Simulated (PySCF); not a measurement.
Molecule: triethylamine (SMILES CCN(CC)CC).

Molfile (atoms numbered from 1):
```
C6H15N
     RDKit          3D

 22 21  0  0  0  0  0  0  0  0999 V2000
   -1.7082   -1.6124    0.0963 C   0  0  0  0  0  0  0  0  0  0  0  0
   -0.8051   -0.7625    0.9885 C   0  0  0  0  0  0  0  0  0  0  0  0
    0.0220    0.2248    0.3232 N   0  0  0  0  0  0  0  0  0  0  0  0
   -0.7192    1.3332   -0.2445 C   0  0  0  0  0  0  0  0  0  0  0  0
    0.0700    2.6327   -0.2698 C   0  0  0  0  0  0  0  0  0  0  0  0
    1.0238   -0.3103   -0.5744 C   0  0  0  0  0  0  0  0  0  0  0  0
    2.0299   -1.2233    0.1037 C   0  0  0  0  0  0  0  0  0  0  0  0
   -2.4092   -0.9906   -0.4826 H   0  0  0  0  0  0  0  0  0  0  0  0
   -1.1286   -2.2159   -0.6195 H   0  0  0  0  0  0  0  0  0  0  0  0
   -2.3060   -2.3085    0.7048 H   0  0  0  0  0  0  0  0  0  0  0  0
   -0.1520   -1.4242    1.5807 H   0  0  0  0  0  0  0  0  0  0  0  0
   -1.4239   -0.2264    1.7277 H   0  0  0  0  0  0  0  0  0  0  0  0
   -1.0936    1.1089   -1.2694 H   0  0  0  0  0  0  0  0  0  0  0  0
   -1.6185    1.4833    0.3750 H   0  0  0  0  0  0  0  0  0  0  0  0
   -0.5484    3.4543   -0.6630 H   0  0  0  0  0  0  0  0  0  0  0  0
    0.4033    2.8965    0.7449 H   0  0  0  0  0  0  0  0  0  0  0  0
    0.9633    2.5636   -0.9090 H   0  0  0  0  0  0  0  0  0  0  0  0
    1.5693    0.5434   -1.0055 H   0  0  0  0  0  0  0  0  0  0  0  0
    0.5693   -0.8388   -1.4448 H   0  0  0  0  0  0  0  0  0  0  0  0
    2.8396   -1.4848   -0.5939 H   0  0  0  0  0  0  0  0  0  0  0  0
    1.5781   -2.1669    0.4456 H   0  0  0  0  0  0  0  0  0  0  0  0
    2.4715   -0.7221    0.9786 H   0  0  0  0  0  0  0  0  0  0  0  0
  1  2  1  0
  2  3  1  0
  3  4  1  0
  4  5  1  0
  3  6  1  0
  6  7  1  0
  1  8  1  0
  1  9  1  0
  1 10  1  0
  2 11  1  0
  2 12  1  0
  4 13  1  0
  4 14  1  0
  5 15  1  0
  5 16  1  0
  5 17  1  0
  6 18  1  0
  6 19  1  0
  7 20  1  0
  7 21  1  0
  7 22  1  0
M  END
```

Geometry PBE0-D3(BJ)/def2-SVP throughout; GIAO in PySCF 2.14, gas phase, one conformer, non-relativistic; equivalent atoms averaged; basis pcSseg-1.

For orientation, HF gives these absolute shieldings σ: C2/C4/C6 149.5, C1/C5/C7 177.8, N3 231.7, H11/H12/H13/H14/H18/H19 29.56, H8/H9/H10/H15/H16/H17/H20/H21/H22 30.69 ppm.

A run gave: C2/C4/C6 131.3, C1/C5/C7 166.9, N3 200.1, H11/H12/H13/H14/H18/H19 28.87, H8/H9/H10/H15/H16/H17/H20/H21/H22 30.40 ppm (absolute shieldings σ).

Which functional was used in that run?
A. BLYP
B. CAM-B3LYP
C. PBE
D. LC-wPBE
E. B3LYP

Results:

E. C1/C5/C7 tells them apart best: B3LYP gives 166.9, CAM-B3LYP gives 170.4, LC-wPBE gives 176.6, PBE gives 168.6, BLYP gives 163.1 ppm.
